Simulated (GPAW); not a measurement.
Here is a GPAW 26.7.0 calculation.

Contents of run.py:

```python
from ase.dft.bandgap import bandgap
from ase.io import read, write
from ase.units import GPa
from gpaw import GPAW, PW

atoms = read('POSCAR')

calc = GPAW(mode=PW(450),
            xc='LDA',
            kpts={'size': (6, 6, 1), 'gamma': True},
            occupations={'name': 'fermi-dirac', 'width': 0.05},
            nbands=84,
            maxiter=120,
            txt='gpaw.txt')
atoms.calc = calc
energy = atoms.get_potential_energy()
forces = atoms.get_forces()
stress = atoms.get_stress()
calc.write('gs.gpw')
write('result.traj', atoms)
print(f'Energy: {energy:.6f} eV')
print('Forces (eV/A):')
print(forces.round(4))
print('Stress (GPa):', (stress / GPa).round(3))
print('Fermi level:', round(calc.get_fermi_level(), 4), 'eV')
print(f'Gap: {bandgap(calc)[0]:.4f} eV, direct: {bandgap(calc, direct=True)[0]:.4f} eV')
```

File POSCAR:

```
ZnS
1.0
    3.8120000000      0.0000000000      0.0000000000
   -1.9060000000      3.3012888392      0.0000000000
    0.0000000000      0.0000000000     18.6899900000
Zn S
6 6
Direct
    0.3333333333      0.6666666667      0.8333300000
    0.6666666667      0.3333333333      0.3333300000
    0.6666666667      0.3333333333      0.6666700000
    0.3333333333      0.6666666667      0.1666700000
    0.0000000000      0.0000000000      0.5000000000
    0.0000000000      0.0000000000      0.0000000000
    0.3333333333      0.6666666667      0.9583300000
    0.6666666667      0.3333333333      0.4583300000
    0.6666666667      0.3333333333      0.7916700000
    0.3333333333      0.6666666667      0.2916700000
    0.0000000000      0.0000000000      0.6250000000
    0.0000000000      0.0000000000      0.1250000000
```

Potentials or basis: the program's PAW data sets (release 1.2.1) made for this functional, pw.

The run is started by

```bash
$ OMP_NUM_THREADS=1 python run.py
```

**Question.** Estimate the largest force.

**Answer.** 0.028 eV/Å.

**Question.** Predict the pressure.

**Answer.** -4.9 GPa.

**Question.** Estimate the band gap on the k mesh.

**Answer.** 1.91 eV, direct.

Forces in eV/Å, atoms in the order of the input:
```
Zn   0.000  0.000  0.004
Zn   0.000  0.000  0.003
Zn   0.000  0.000  0.013
Zn   0.000  0.000  0.013
Zn   0.000  0.000 -0.006
Zn   0.000  0.000 -0.006
S    0.000  0.000 -0.028
S    0.000  0.000 -0.028
S    0.000  0.000 -0.008
S    0.000  0.000 -0.008
S    0.000  0.000  0.026
S    0.000  0.000  0.026
```

Caveat: the cutoff is short for stress and forces, so pressures can be off by a GPa or more; the cell's inner coordinates are idealised or old, which leaves forces on the atoms.

**Measured values to compare with.**

A printed reference work, monograph reports, for a bulk crystal of ZnS at 4 K: band gap 3.911 eV (direct).

A measured gap of ZnS is 3.911 eV (direct; 4 K; a printed reference work, monograph); the calculated 1.91 eV misses it by -2.00 eV. So large a miss can be the level of theory's own, or it may mean another phase, state or a wrong row. The value is that of LDA, without temperature or zero-point motion. Semilocal functionals fall short of measured gaps as a rule.
